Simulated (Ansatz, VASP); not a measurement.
# Two plane-wave programs on GaP

The input POSCAR:

```
GaP
1.0
    0.0000000000      2.7254102088      2.7254102088
    2.7254102088      0.0000000000      2.7254102088
    2.7254102088      2.7254102088      0.0000000000
Ga P
1 1
Direct
    0.0000000000      0.0000000000      0.0000000000
    0.2500000000      0.2500000000      0.2500000000
```

Contents of INCAR.step1:

```
SYSTEM = GaP
PREC = Accurate ; ENCUT = 520
EDIFF = 1E-5 ; ISMEAR = 0
SIGMA = 0.01 ; LREAL = .FALSE.
LASPH = .TRUE. ; NELM = 100
ALGO = Normal ; ISIF = 2
LWAVE = .TRUE. ; LCHARG = .FALSE.
GGA = PE ; NBANDS = 16
```

The input INCAR.step2:

```
SYSTEM = GaP
PREC = Accurate ; ENCUT = 520
EDIFF = 1E-6 ; ISMEAR = 0
SIGMA = 0.01 ; LREAL = .FALSE.
LASPH = .TRUE. ; NELM = 100
ALGO = Normal ; ISIF = 2
LWAVE = .FALSE. ; LCHARG = .FALSE.
GGA = PE ; LHFCALC = .TRUE.
HFSCREEN = 0.2079 ; PRECFOCK = Normal
ISTART = 1 ; NBANDS = 16
```

The input KPOINTS:

```
regular mesh
0
G
  4 4 4
  0 0 0
```

Input for Ansatz:

```yaml
crystal:
  lattice:
    - [0.0, 2.7254102088, 2.7254102088]
    - [2.7254102088, 0.0, 2.7254102088]
    - [2.7254102088, 2.7254102088, 0.0]
  atoms:
    - { symbol: Ga, position: [0.0, 0.0, 0.0] }
    - { symbol: P, position: [0.25, 0.25, 0.25] }
kpoints:
  mp_grid: { grid: [4, 4, 4] }
hamiltonian:
  xc: hse06
scf:
  occupations: { method: fixed }
  n_extra_bands: 4
output:
  forces: true
  stress: true
  eigenvalues: true
```

Alike in both runs: task single point; functional HSE06; k mesh 4 × 4 × 4; no spin polarisation.

|  | VASP | Ansatz |
| --- | --- | --- |
| version | VASP 6.6.1 | Ansatz 0.2.0 |
| potentials or method | VASP PAW PBE potentials, release 64 (Ga_d, P) | plane waves, PAW |
| plane-wave cutoff (eV) | 520 | 420 |
| occupations | gaussian, width 0.01 eV | fixed |
| valence electrons in the cell | 18 | 18 |

|  | VASP | Ansatz | Ansatz less VASP |
| --- | --- | --- | --- |
| gap on the k mesh at the Fermi level (eV) | 2.31 | 2.30 | -0.004 |
| pressure (GPa) | 1.0 | 1.1 | +0.17 |

Ansatz warned: «stress_exchange_threshold_loose».

Caveats: the k mesh is coarse (spacing up to 0.50 Å⁻¹), so the values aren't converged, least of all with exact exchange; the PAW data sets were made with another functional, which shifts forces and pressure a little (VASP). A k mesh can miss the band edges.
